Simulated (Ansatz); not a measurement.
# CuO: searching below the plain SCF, part 2 of 2

Plain starts of CuO have been run. Do the further runs listed below go lower? System: CuO, the deposited crystal structure (space group C2/c); the cell holds 4 atoms. Source: COD entry 9008961.

Ansatz 0.2.0; DFT PBE+U, PAW, plane waves, scalar-relativistic; U − J = 4 eV on Cu d. Earlier steps stand in the parts before.

### 6 Whole orbital fillings typed, random choice 2 of orbitals (Cu1 5 up 4 down, Cu2 5 up 5 down), symmetry off, plain SCF

Contents of input.yaml:

```yaml
crystal:
  lattice:
    - [2.3265, -1.705, 0.0]
    - [2.3265, 1.705, 0.0]
    - [-0.8413, 0.0, 5.03824]
  atoms:
    - { symbol: Cu, position: [0.0, 0.5, 0.0], spin: 1.0 }
    - { symbol: Cu, position: [0.5, 0.0, 0.5], spin: -1.0 }
    - { symbol: O, position: [0.584, 0.416, 0.25] }
    - { symbol: O, position: [0.416, 0.584, 0.75] }
  symmetry: { detect: false, time_reversal: true }
magnetization:
  spin_polarized: true
hamiltonian:
  xc: pbe
  pseudopotentials: { kind: paw }
  hubbard:
    sites:
      - { site: 0, l: d, u_eff: 4.0, starting_ns: [{ spin: up, occupation_matrix: s0up }, { spin: down, occupation_matrix: s0down }] }
      - { site: 1, l: d, u_eff: 4.0, starting_ns: [{ spin: up, occupation_matrix: s1up }, { spin: down, occupation_matrix: s1down }] }
    occupation_matrices:
      s0up:
        matrix:
          - [0.999999, 0.0, 0.0, 0.0, 0.0]
          - [0.0, 0.999999, 0.0, 0.0, 0.0]
          - [0.0, 0.0, 0.999999, 0.0, 0.0]
          - [0.0, 0.0, 0.0, 0.999999, 0.0]
          - [0.0, 0.0, 0.0, 0.0, 0.999999]
      s0down:
        matrix:
          - [0.985267, 0.063057, 0.062592, 0.081182, 0.005549]
          - [0.063057, 0.730102, -0.267906, -0.347474, -0.023753]
          - [0.062592, -0.267906, 0.73407, -0.34491, -0.023577]
          - [0.081182, -0.347474, -0.34491, 0.55265, -0.03058]
          - [0.005549, -0.023753, -0.023577, -0.03058, 0.997909]
      s1down:
        matrix:
          - [0.999999, 0.0, 0.0, 0.0, 0.0]
          - [0.0, 0.999999, 0.0, 0.0, 0.0]
          - [0.0, 0.0, 0.999999, 0.0, 0.0]
          - [0.0, 0.0, 0.0, 0.999999, 0.0]
          - [0.0, 0.0, 0.0, 0.0, 0.999999]
      s1up:
        matrix:
          - [0.999999, 0.0, 0.0, 0.0, 0.0]
          - [0.0, 0.999999, 0.0, 0.0, 0.0]
          - [0.0, 0.0, 0.999999, 0.0, 0.0]
          - [0.0, 0.0, 0.0, 0.999999, 0.0]
          - [0.0, 0.0, 0.0, 0.0, 0.999999]
basis:
  ecutwfc: 420
kpoints:
  mp_grid: { grid: [8, 8, 5] }
scf:
  occupations: { method: fermi_dirac, width: 0.1 }
  lower_state_search: "off"
  max_iter: 200
output:
  forces: true
  stress: true
```

Started as:

```bash
ansatz run input.yaml --threads 2 --pin off --max-ram 5120MiB --backend cpu --events-out ev --progress --plain --runs-dir out
```

Standard output (excerpt; [...] marks lines left out):

```text
[... 22 lines as in an earlier run ...]
Starting moments: Σ|m| = 2 μB on 2 of 4 sites
[... 2 lines as in an earlier run ...]
SCF iter   1: F=—  HF=-14378.635370 eV  |F-HF|=—  |Δ(HF+E_count)|=         —  Δρ=1.02e-1 (↑1.02e-1 ↓6.11e-2)  dr2=2.48e0  dr2_m=1.83e0  M=0.607 μB ∫|m|=0.978 μB  β_m=0.30  ethr=3.10e-3  ⟨swp⟩=4.5  Hψ=35361  notcnv=0  defer=410
[...]
[... 1 line as in an earlier run ...]
[...]
WARN: hamiltonian.hubbard: on 2 of 4 specified blocks the occupation matrix of this SCF's result fails the test of the specified filling. At site 0 ↓ (sites count from 0 in the list of atoms of the cell that this SCF solves) the least filled combination of the orbitals specified full has [...]
spin-set hold released at iteration 12 (site moments contracting): the magnetisation degrees of freedom join the quasi-Newton model from the next iteration; the mixer history was flushed
[...]
WARN: hamiltonian.hubbard: on 2 of 4 specified blocks the occupation matrix of this SCF's result fails the test of the specified filling. At site 0 ↓ (sites count from 0 in the list of atoms of the cell that this SCF solves) the least filled combination of the orbitals specified full has [...]
SCF iter  23: F=-14380.813796 eV  HF=-14380.813796 eV  |F-HF|=3.62e-8  |Δ(HF+E_count)|=   3.28e-8  Δρ=6.03e-6 (↑6.03e-6 ↓4.15e-6)  dr2=4.58e-8  dr2_m=1.60e-9  M=-0.000 μB ∫|m|=1.422 μB  ethr=2.00e-10  ⟨swp⟩=2.1  Hψ=32023  notcnv=0
[...]
WARN: hamiltonian.hubbard: on 2 of 4 specified blocks the occupation matrix of this SCF's result fails the test of the specified filling. At site 0 ↓ (sites count from 0 in the list of atoms of the cell that this SCF solves) the least filled combination of the orbitals specified full has [...]
Spin contamination: 0.7722 ħ² per cell (⟨S²⟩ above its minimum at these occupations)
Per-site moments (μB) at R_I (Å): [(0.5285117398948155, 0.8032363046029816), (-0.5285461048218607, 0.8032363046029816), (1.4771658334814981e-5, 0.8032363046029816), (1.477352213174041e-5, 0.8032363046029816)]
Free energy (F): -14380.813796 eV
[...]
E sigma→0 (E₀):  -14380.809795 eV
Entropy (-TS):   -0.008003 eV (-2.001 meV/atom)
Fermi energy:    12.224978 eV
[... 17 lines left out: energy terms ...]
--- Specified on-site occupations, and those of the state reported ---
  electrons in the specified blocks: 19.0000 specified, 18.7746 found
  site 0 (l=d) ↓: largest change of an orbital's occupation 0.9669; electrons 4.0000 specified, 4.4454 found; spectral distance 0.4737
  site 1 (l=d) ↑: largest change of an orbital's occupation 0.5269; electrons 5.0000 specified, 4.4453 found; spectral distance 0.5273
  site 1 (l=d) ↓: largest change of an orbital's occupation 0.0238; electrons 5.0000 specified, 4.9419 found; spectral distance 0.0330
  site 0 (l=d) ↑: largest change of an orbital's occupation 0.0238; electrons 5.0000 specified, 4.9420 found; spectral distance 0.0330
[... 11 lines left out: forces, stress ...]
Occupation matrices written to <dir>
```

It took 31 s on 2 threads of AMD EPYC 7B13 (Zen 3), shared host; peak memory 0.7 GiB.

The run ends in the same state as step 1 (antiferromagnetic); it took 23 iterations.

### 7 Whole orbital fillings typed, random choice 3 of orbitals (Cu1 5 up 4 down, Cu2 4 up 5 down), symmetry off, plain SCF

Changes to input.yaml since step 6:

```diff
@@ -30,7 +30,7 @@
         matrix:
-          - [0.985267, 0.063057, 0.062592, 0.081182, 0.005549]
-          - [0.063057, 0.730102, -0.267906, -0.347474, -0.023753]
-          - [0.062592, -0.267906, 0.73407, -0.34491, -0.023577]
-          - [0.081182, -0.347474, -0.34491, 0.55265, -0.03058]
-          - [0.005549, -0.023753, -0.023577, -0.03058, 0.997909]
+          - [0.955577, -0.195303, -0.064405, 0.012112, 0.003202]
+          - [-0.195303, 0.141335, -0.283163, 0.053249, 0.014076]
+          - [-0.064405, -0.283163, 0.90662, 0.01756, 0.004642]
+          - [0.012112, 0.053249, 0.01756, 0.996697, -0.000873]
+          - [0.003202, 0.014076, 0.004642, -0.000873, 0.999768]
       s1down:
@@ -44,7 +44,7 @@
         matrix:
-          - [0.999999, 0.0, 0.0, 0.0, 0.0]
-          - [0.0, 0.999999, 0.0, 0.0, 0.0]
-          - [0.0, 0.0, 0.999999, 0.0, 0.0]
-          - [0.0, 0.0, 0.0, 0.999999, 0.0]
-          - [0.0, 0.0, 0.0, 0.0, 0.999999]
+          - [0.99668, 0.052349, 0.015441, -0.007115, -0.016683]
+          - [0.052349, 0.174279, -0.243556, 0.112222, 0.263156]
+          - [0.015441, -0.243556, 0.928159, 0.033101, 0.077621]
+          - [-0.007115, 0.112222, 0.033101, 0.984747, -0.035765]
+          - [-0.016683, 0.263156, 0.077621, -0.035765, 0.916131]
 basis:
```

Started as:

```bash
ansatz run input.yaml --threads 2 --pin off --max-ram 5120MiB --backend cpu --events-out ev --progress --plain --runs-dir out
```

Standard output (excerpt; [...] marks lines left out):

```text
[... 22 lines as in an earlier run ...]
Starting moments: Σ|m| = 2 μB on 2 of 4 sites
[... 2 lines as in an earlier run ...]
[...]
SCF iter   1: F=—  HF=-14378.516573 eV  |F-HF|=—  |Δ(HF+E_count)|=         —  Δρ=5.37e-2 (↑5.37e-2 ↓5.31e-2)  dr2=9.65e-1  dr2_m=4.82e-1  M=-0.005 μB ∫|m|=1.614 μB  β_m=0.30  ethr=1.94e-3  ⟨swp⟩=1.9  Hψ=48857  notcnv=0
[...]
spin=Collinear: Resta preconditioning applied to the charge; magnetization (m = ρ↑ − ρ↓) channel mixes plain (no charge-response kernel on spin).
[...]
WARN: hamiltonian.hubbard: on 2 of 4 specified blocks the occupation matrix of this SCF's result fails the test of the specified filling. At site 0 ↓ (sites count from 0 in the list of atoms of the cell that this SCF solves) the least filled combination of the orbitals specified full has [...]
spin-set hold released at iteration 9 (site moments contracting): the magnetisation degrees of freedom join the quasi-Newton model from the next iteration; the mixer history was flushed
[...]
WARN: hamiltonian.hubbard: on 2 of 4 specified blocks the occupation matrix of this SCF's result fails the test of the specified filling. At site 0 ↓ (sites count from 0 in the list of atoms of the cell that this SCF solves) the least filled combination of the orbitals specified full has [...]
SCF iter  20: F=-14380.813796 eV  HF=-14380.813796 eV  |F-HF|=1.86e-8  |Δ(HF+E_count)|=   2.30e-8  Δρ=4.21e-6 (↑4.21e-6 ↓4.10e-6)  dr2=1.54e-8  dr2_m=1.33e-9  M=0.000 μB ∫|m|=1.422 μB  ethr=8.67e-11  ⟨swp⟩=3.1  Hψ=27949  notcnv=0
[...]
WARN: hamiltonian.hubbard: on 2 of 4 specified blocks the occupation matrix of this SCF's result fails the test of the specified filling. At site 0 ↓ (sites count from 0 in the list of atoms of the cell that this SCF solves) the least filled combination of the orbitals specified full has [...]
Spin contamination: 0.7722 ħ² per cell (⟨S²⟩ above its minimum at these occupations)
Per-site moments (μB) at R_I (Å): [(0.5285367191283108, 0.8032363046029816), (-0.5285257345500769, 0.8032363046029816), (-3.9449702114197565e-6, 0.8032363046029816), (-3.94591466055602e-6, 0.8032363046029816)]
Free energy (F): -14380.813796 eV
[...]
E sigma→0 (E₀):  -14380.809795 eV
Entropy (-TS):   -0.008002 eV (-2.001 meV/atom)
Fermi energy:    12.225001 eV
[... 17 lines left out: energy terms ...]
--- Specified on-site occupations, and those of the state reported ---
  electrons in the specified blocks: 18.0000 specified, 18.7746 found
  site 0 (l=d) ↓: largest change of an orbital's occupation 0.8902; electrons 4.0000 specified, 4.4454 found; spectral distance 0.4737
  site 1 (l=d) ↑: largest change of an orbital's occupation 0.6799; electrons 4.0000 specified, 4.4454 found; spectral distance 0.4737
  site 0 (l=d) ↑: largest change of an orbital's occupation 0.0238; electrons 5.0000 specified, 4.9419 found; spectral distance 0.0330
  site 1 (l=d) ↓: largest change of an orbital's occupation 0.0238; electrons 5.0000 specified, 4.9420 found; spectral distance 0.0330
[... 11 lines left out: forces, stress ...]
Occupation matrices written to <dir>
```

It took 30 s on 2 threads of AMD EPYC 7B13 (Zen 3), shared host; peak memory 0.7 GiB.

This is the state of step 1 again (antiferromagnetic), after 20 iterations.

### 8 The moments typed in its input, symmetry off, default search

Contents of input.yaml:

```yaml
crystal:
  lattice:
    - [2.3265, -1.705, 0.0]
    - [2.3265, 1.705, 0.0]
    - [-0.8413, 0.0, 5.03824]
  atoms:
    - { symbol: Cu, position: [0.0, 0.5, 0.0], spin: 1.0 }
    - { symbol: Cu, position: [0.5, 0.0, 0.5], spin: -1.0 }
    - { symbol: O, position: [0.584, 0.416, 0.25] }
    - { symbol: O, position: [0.416, 0.584, 0.75] }
  symmetry: { detect: false, time_reversal: true }
magnetization:
  spin_polarized: true
hamiltonian:
  xc: pbe
  pseudopotentials: { kind: paw }
  hubbard: { sites: [{ species: Cu, l: d, u_eff: 4.0 }] }
basis:
  ecutwfc: 420
kpoints:
  mp_grid: { grid: [8, 8, 5] }
scf:
  occupations: { method: fermi_dirac, width: 0.1 }
output:
  forces: true
  stress: true
  write_density: true
  write_potential: true
  elf: true
  volumetric_format: npy
```

Started as:

```bash
ansatz run input.yaml --threads 2 --pin off --max-ram 5120MiB --backend cpu --events-out ev --progress --plain --runs-dir out
```

Standard output (excerpt; [...] marks lines left out):

```text
[... 22 lines as in an earlier run ...]
Starting moments: Σ|m| = 2 μB on 2 of 4 sites
[... 3 lines as in an earlier run ...]
SCF iter   1: F=—  HF=-14379.904199 eV  |F-HF|=—  |Δ(HF+E_count)|=         —  Δρ=9.02e-2 (↑9.02e-2 ↓9.02e-2)  dr2=9.16e-1  dr2_m=2.58e0  M=0.000 μB ∫|m|=0.548 μB  β_m=0.30  ethr=1.82e-3  ⟨swp⟩=1.9  Hψ=48851  notcnv=0
[...]
[... 1 line as in an earlier run ...]
[...]
spin-set hold released at iteration 12 (site moments contracting): the magnetisation degrees of freedom join the quasi-Newton model from the next iteration; the mixer history was flushed
[...]
SCF iter  22: F=-14380.813796 eV  HF=-14380.813796 eV  |F-HF|=3.43e-9  |Δ(HF+E_count)|=   1.12e-8  Δρ=1.76e-6 (↑1.76e-6 ↓1.61e-6)  dr2=3.76e-9  dr2_m=4.15e-11  M=-0.000 μB ∫|m|=1.422 μB  ethr=8.75e-11  ⟨swp⟩=4.9  Hψ=55548  notcnv=0
[...]
SCF converged after 22 iterations
Magnetization: -0.0000 μB (25.0000 up, 25.0000 down)
Absolute magnetization: 1.4073 μB (∫|ρ↑−ρ↓|, with the PAW one-centre terms)
Spin contamination: 0.7723 ħ² per cell (⟨S²⟩ above its minimum at these occupations)
Per-site moments (μB) at R_I (Å): [(0.5285408485572534, 0.8032363046029816), (-0.528541405854701, 0.8032363046029816), (2.028165481125207e-7, 0.8032363046029816), (2.029980634585278e-7, 0.8032363046029816)]
Free energy (F): -14380.813796 eV
[...]
E sigma→0 (E₀):  -14380.809796 eV
Entropy (-TS):   -0.008001 eV (-2.000 meV/atom)
Fermi energy:    12.224993 eV
[... 33 lines left out: energy terms, forces, stress, bands ...]
Occupation matrices written to <dir>
```

Wall time 39 s (2 threads of AMD EPYC 7B13 (Zen 3), shared host); peak memory 0.7 GiB.

This is the state of step 1 again (antiferromagnetic), after 22 iterations.

### 9 The runs side by side

```csv
step,iterations,state,moments of Cu1 Cu2 O3 O4 (μB),total (μB),gap (eV),pressure (GPa),above lowest (meV/atom)
1,22,1,0.53 -0.53 0.00 0.00,0.00,0.36,10.3,0.0
2,35,2,0.57 0.57 0.29 0.29,1.79,none,11.0,35.1
3,22,1,0.53 -0.53 0.00 0.00,0.00,0.36,10.3,0.0
4,26,1,0.53 -0.53 0.00 0.00,0.00,0.36,10.3,0.0
5,22,1,0.53 -0.53 0.00 0.00,0.00,0.36,10.3,0.0
6,23,1,0.53 -0.53 0.00 0.00,0.00,0.36,10.3,0.0
7,20,1,0.53 -0.53 0.00 0.00,0.00,0.36,10.3,0.0
8,22,1,0.53 -0.53 0.00 0.00,0.00,0.36,10.3,0.0
```

States are numbered from the lowest. Starts by step: 2 parallel moments, default search for lower states; 3 opposed moments +-, default search for lower states; 4 whole orbital fillings typed, symmetry off, plain SCF; 5 the moments typed in its input, standard search for lower states; 6 whole orbital fillings typed, symmetry off, plain SCF; 7 whole orbital fillings typed, symmetry off, plain SCF; 8 the moments typed in its input, symmetry off, default search. Step 1 is the best of the earlier plain starts.

The 7 runs of this session took 3.3 min in all, from 16 s to 39 s each.

Decimal logarithm of the largest residual (eV) by iteration, counted through all cycles of a run:

```csv
iteration,step 2,step 3,step 4,step 5,step 6,step 7,step 8
1,0.4,0.4,0.0,0.4,0.4,0.0,0.4
2,0.1,0.0,-0.4,0.0,0.0,-0.5,0.0
3,-0.2,-0.4,-0.5,-0.4,-0.3,-0.7,-0.4
4,-0.6,-0.8,-0.6,-0.8,-0.6,-0.9,-0.8
5,-0.9,-1.3,-1.0,-1.3,-0.7,-1.0,-1.3
7,-1.5,-2.0,-1.5,-2.0,-1.3,-1.5,-2.0
10,-3.0,-1.1,-1.7,-1.1,-0.7,-2.5,-1.1
13,-2.2,-2.0,-1.3,-2.0,-1.8,-2.6,-2.0
16,-1.5,-4.1,-1.9,-4.1,-2.5,-4.9,-4.1
20,-0.9,-6.5,-3.1,-6.5,-5.1,-7.8,-6.4
23,-0.4,-,-6.0,-,-7.3,-,-
26,-0.1,-,-8.4,-,-,-,-
29,-2.5,-,-,-,-,-,-
32,-5.4,-,-,-,-,-,-
35,-8.2,-,-,-,-,-,-
```

### 10 Summary of results

What follows sums up all 2 parts.

| quantity | value |
| --- | --- |
| distinct states | 2 from 8 converged runs, the best start of step 1 counted |
| lowest state | antiferromagnetic |
| its moments | Cu1 0.53, Cu2 -0.53 μB |
| total moment | 0.00 μB per cell |
| gap on the k-mesh | 0.36 eV |
| pressure | 10.3 GPa |
| largest force | 0.056 eV/Å |
| next state | ferromagnetic, 35.1 meV/atom higher |

**Reading.** No run goes below the best plain start. The 8 converged runs end in 2 distinct states. The best ferromagnetic state lies 35.1 meV/atom above the best antiferromagnetic one; partly filled bands take part, so the difference isn't exchange alone. The search isn't exhaustive: larger magnetic cells and non-collinear orders weren't tried.
